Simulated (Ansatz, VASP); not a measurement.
## Mg3Sb2 in VASP and in Ansatz

```
CELL_PARAMETERS angstrom
4.55118 0.00000 0.00000
-2.27559 3.94144 0.00000
0.00000 0.00000 7.18143
ATOMIC_POSITIONS crystal
Mg 0.33333 0.66667 0.63259
Mg 0.66667 0.33333 0.36741
Mg 0.00000 0.00000 0.00000
Sb 0.33333 0.66667 0.22414
Sb 0.66667 0.33333 0.77586
```

Alike in both runs: functional PBEsol; k mesh 9 × 9 × 6; occupations gaussian, width 0.01 eV; no spin polarisation.

Ansatz relaxed the structure, and its values are those at the end. VASP's run is a single point on that final structure, the one shown.

|  | VASP | Ansatz |
| --- | --- | --- |
| version | VASP 6.6.1 | Ansatz 0.2.0 |
| potentials or method | VASP PAW PBE potentials, release 64 (Mg, Sb) | scalar-relativistic, plane waves, PAW |
| plane-wave cutoff (eV) | 520 | 420 |
| valence electrons in the cell | 16 | 60 |

Ansatz gave:

- gap on the k mesh at the Fermi level (eV): 0.12
- least direct gap on the mesh (eV): 1.09
- pressure (GPa): 0.0
- rms of the force components (eV/Å): 0.001

**Question.** What did VASP give for the same quantities?

**Answer.** gap on the k mesh at the Fermi level (eV): 0.10; least direct gap on the mesh (eV): 1.10; pressure (GPa): 0.1; rms of the force components (eV/Å): 0.007.

The two sets of potentials don't hold the same shells in valence.

Caveats: the PAW data sets were made with another functional, which shifts forces and pressure a little (VASP); spin-orbit coupling is left out, which moves the levels of the heavy elements; an odd mesh through Γ misses points on the zone boundary, where band edges often lie.
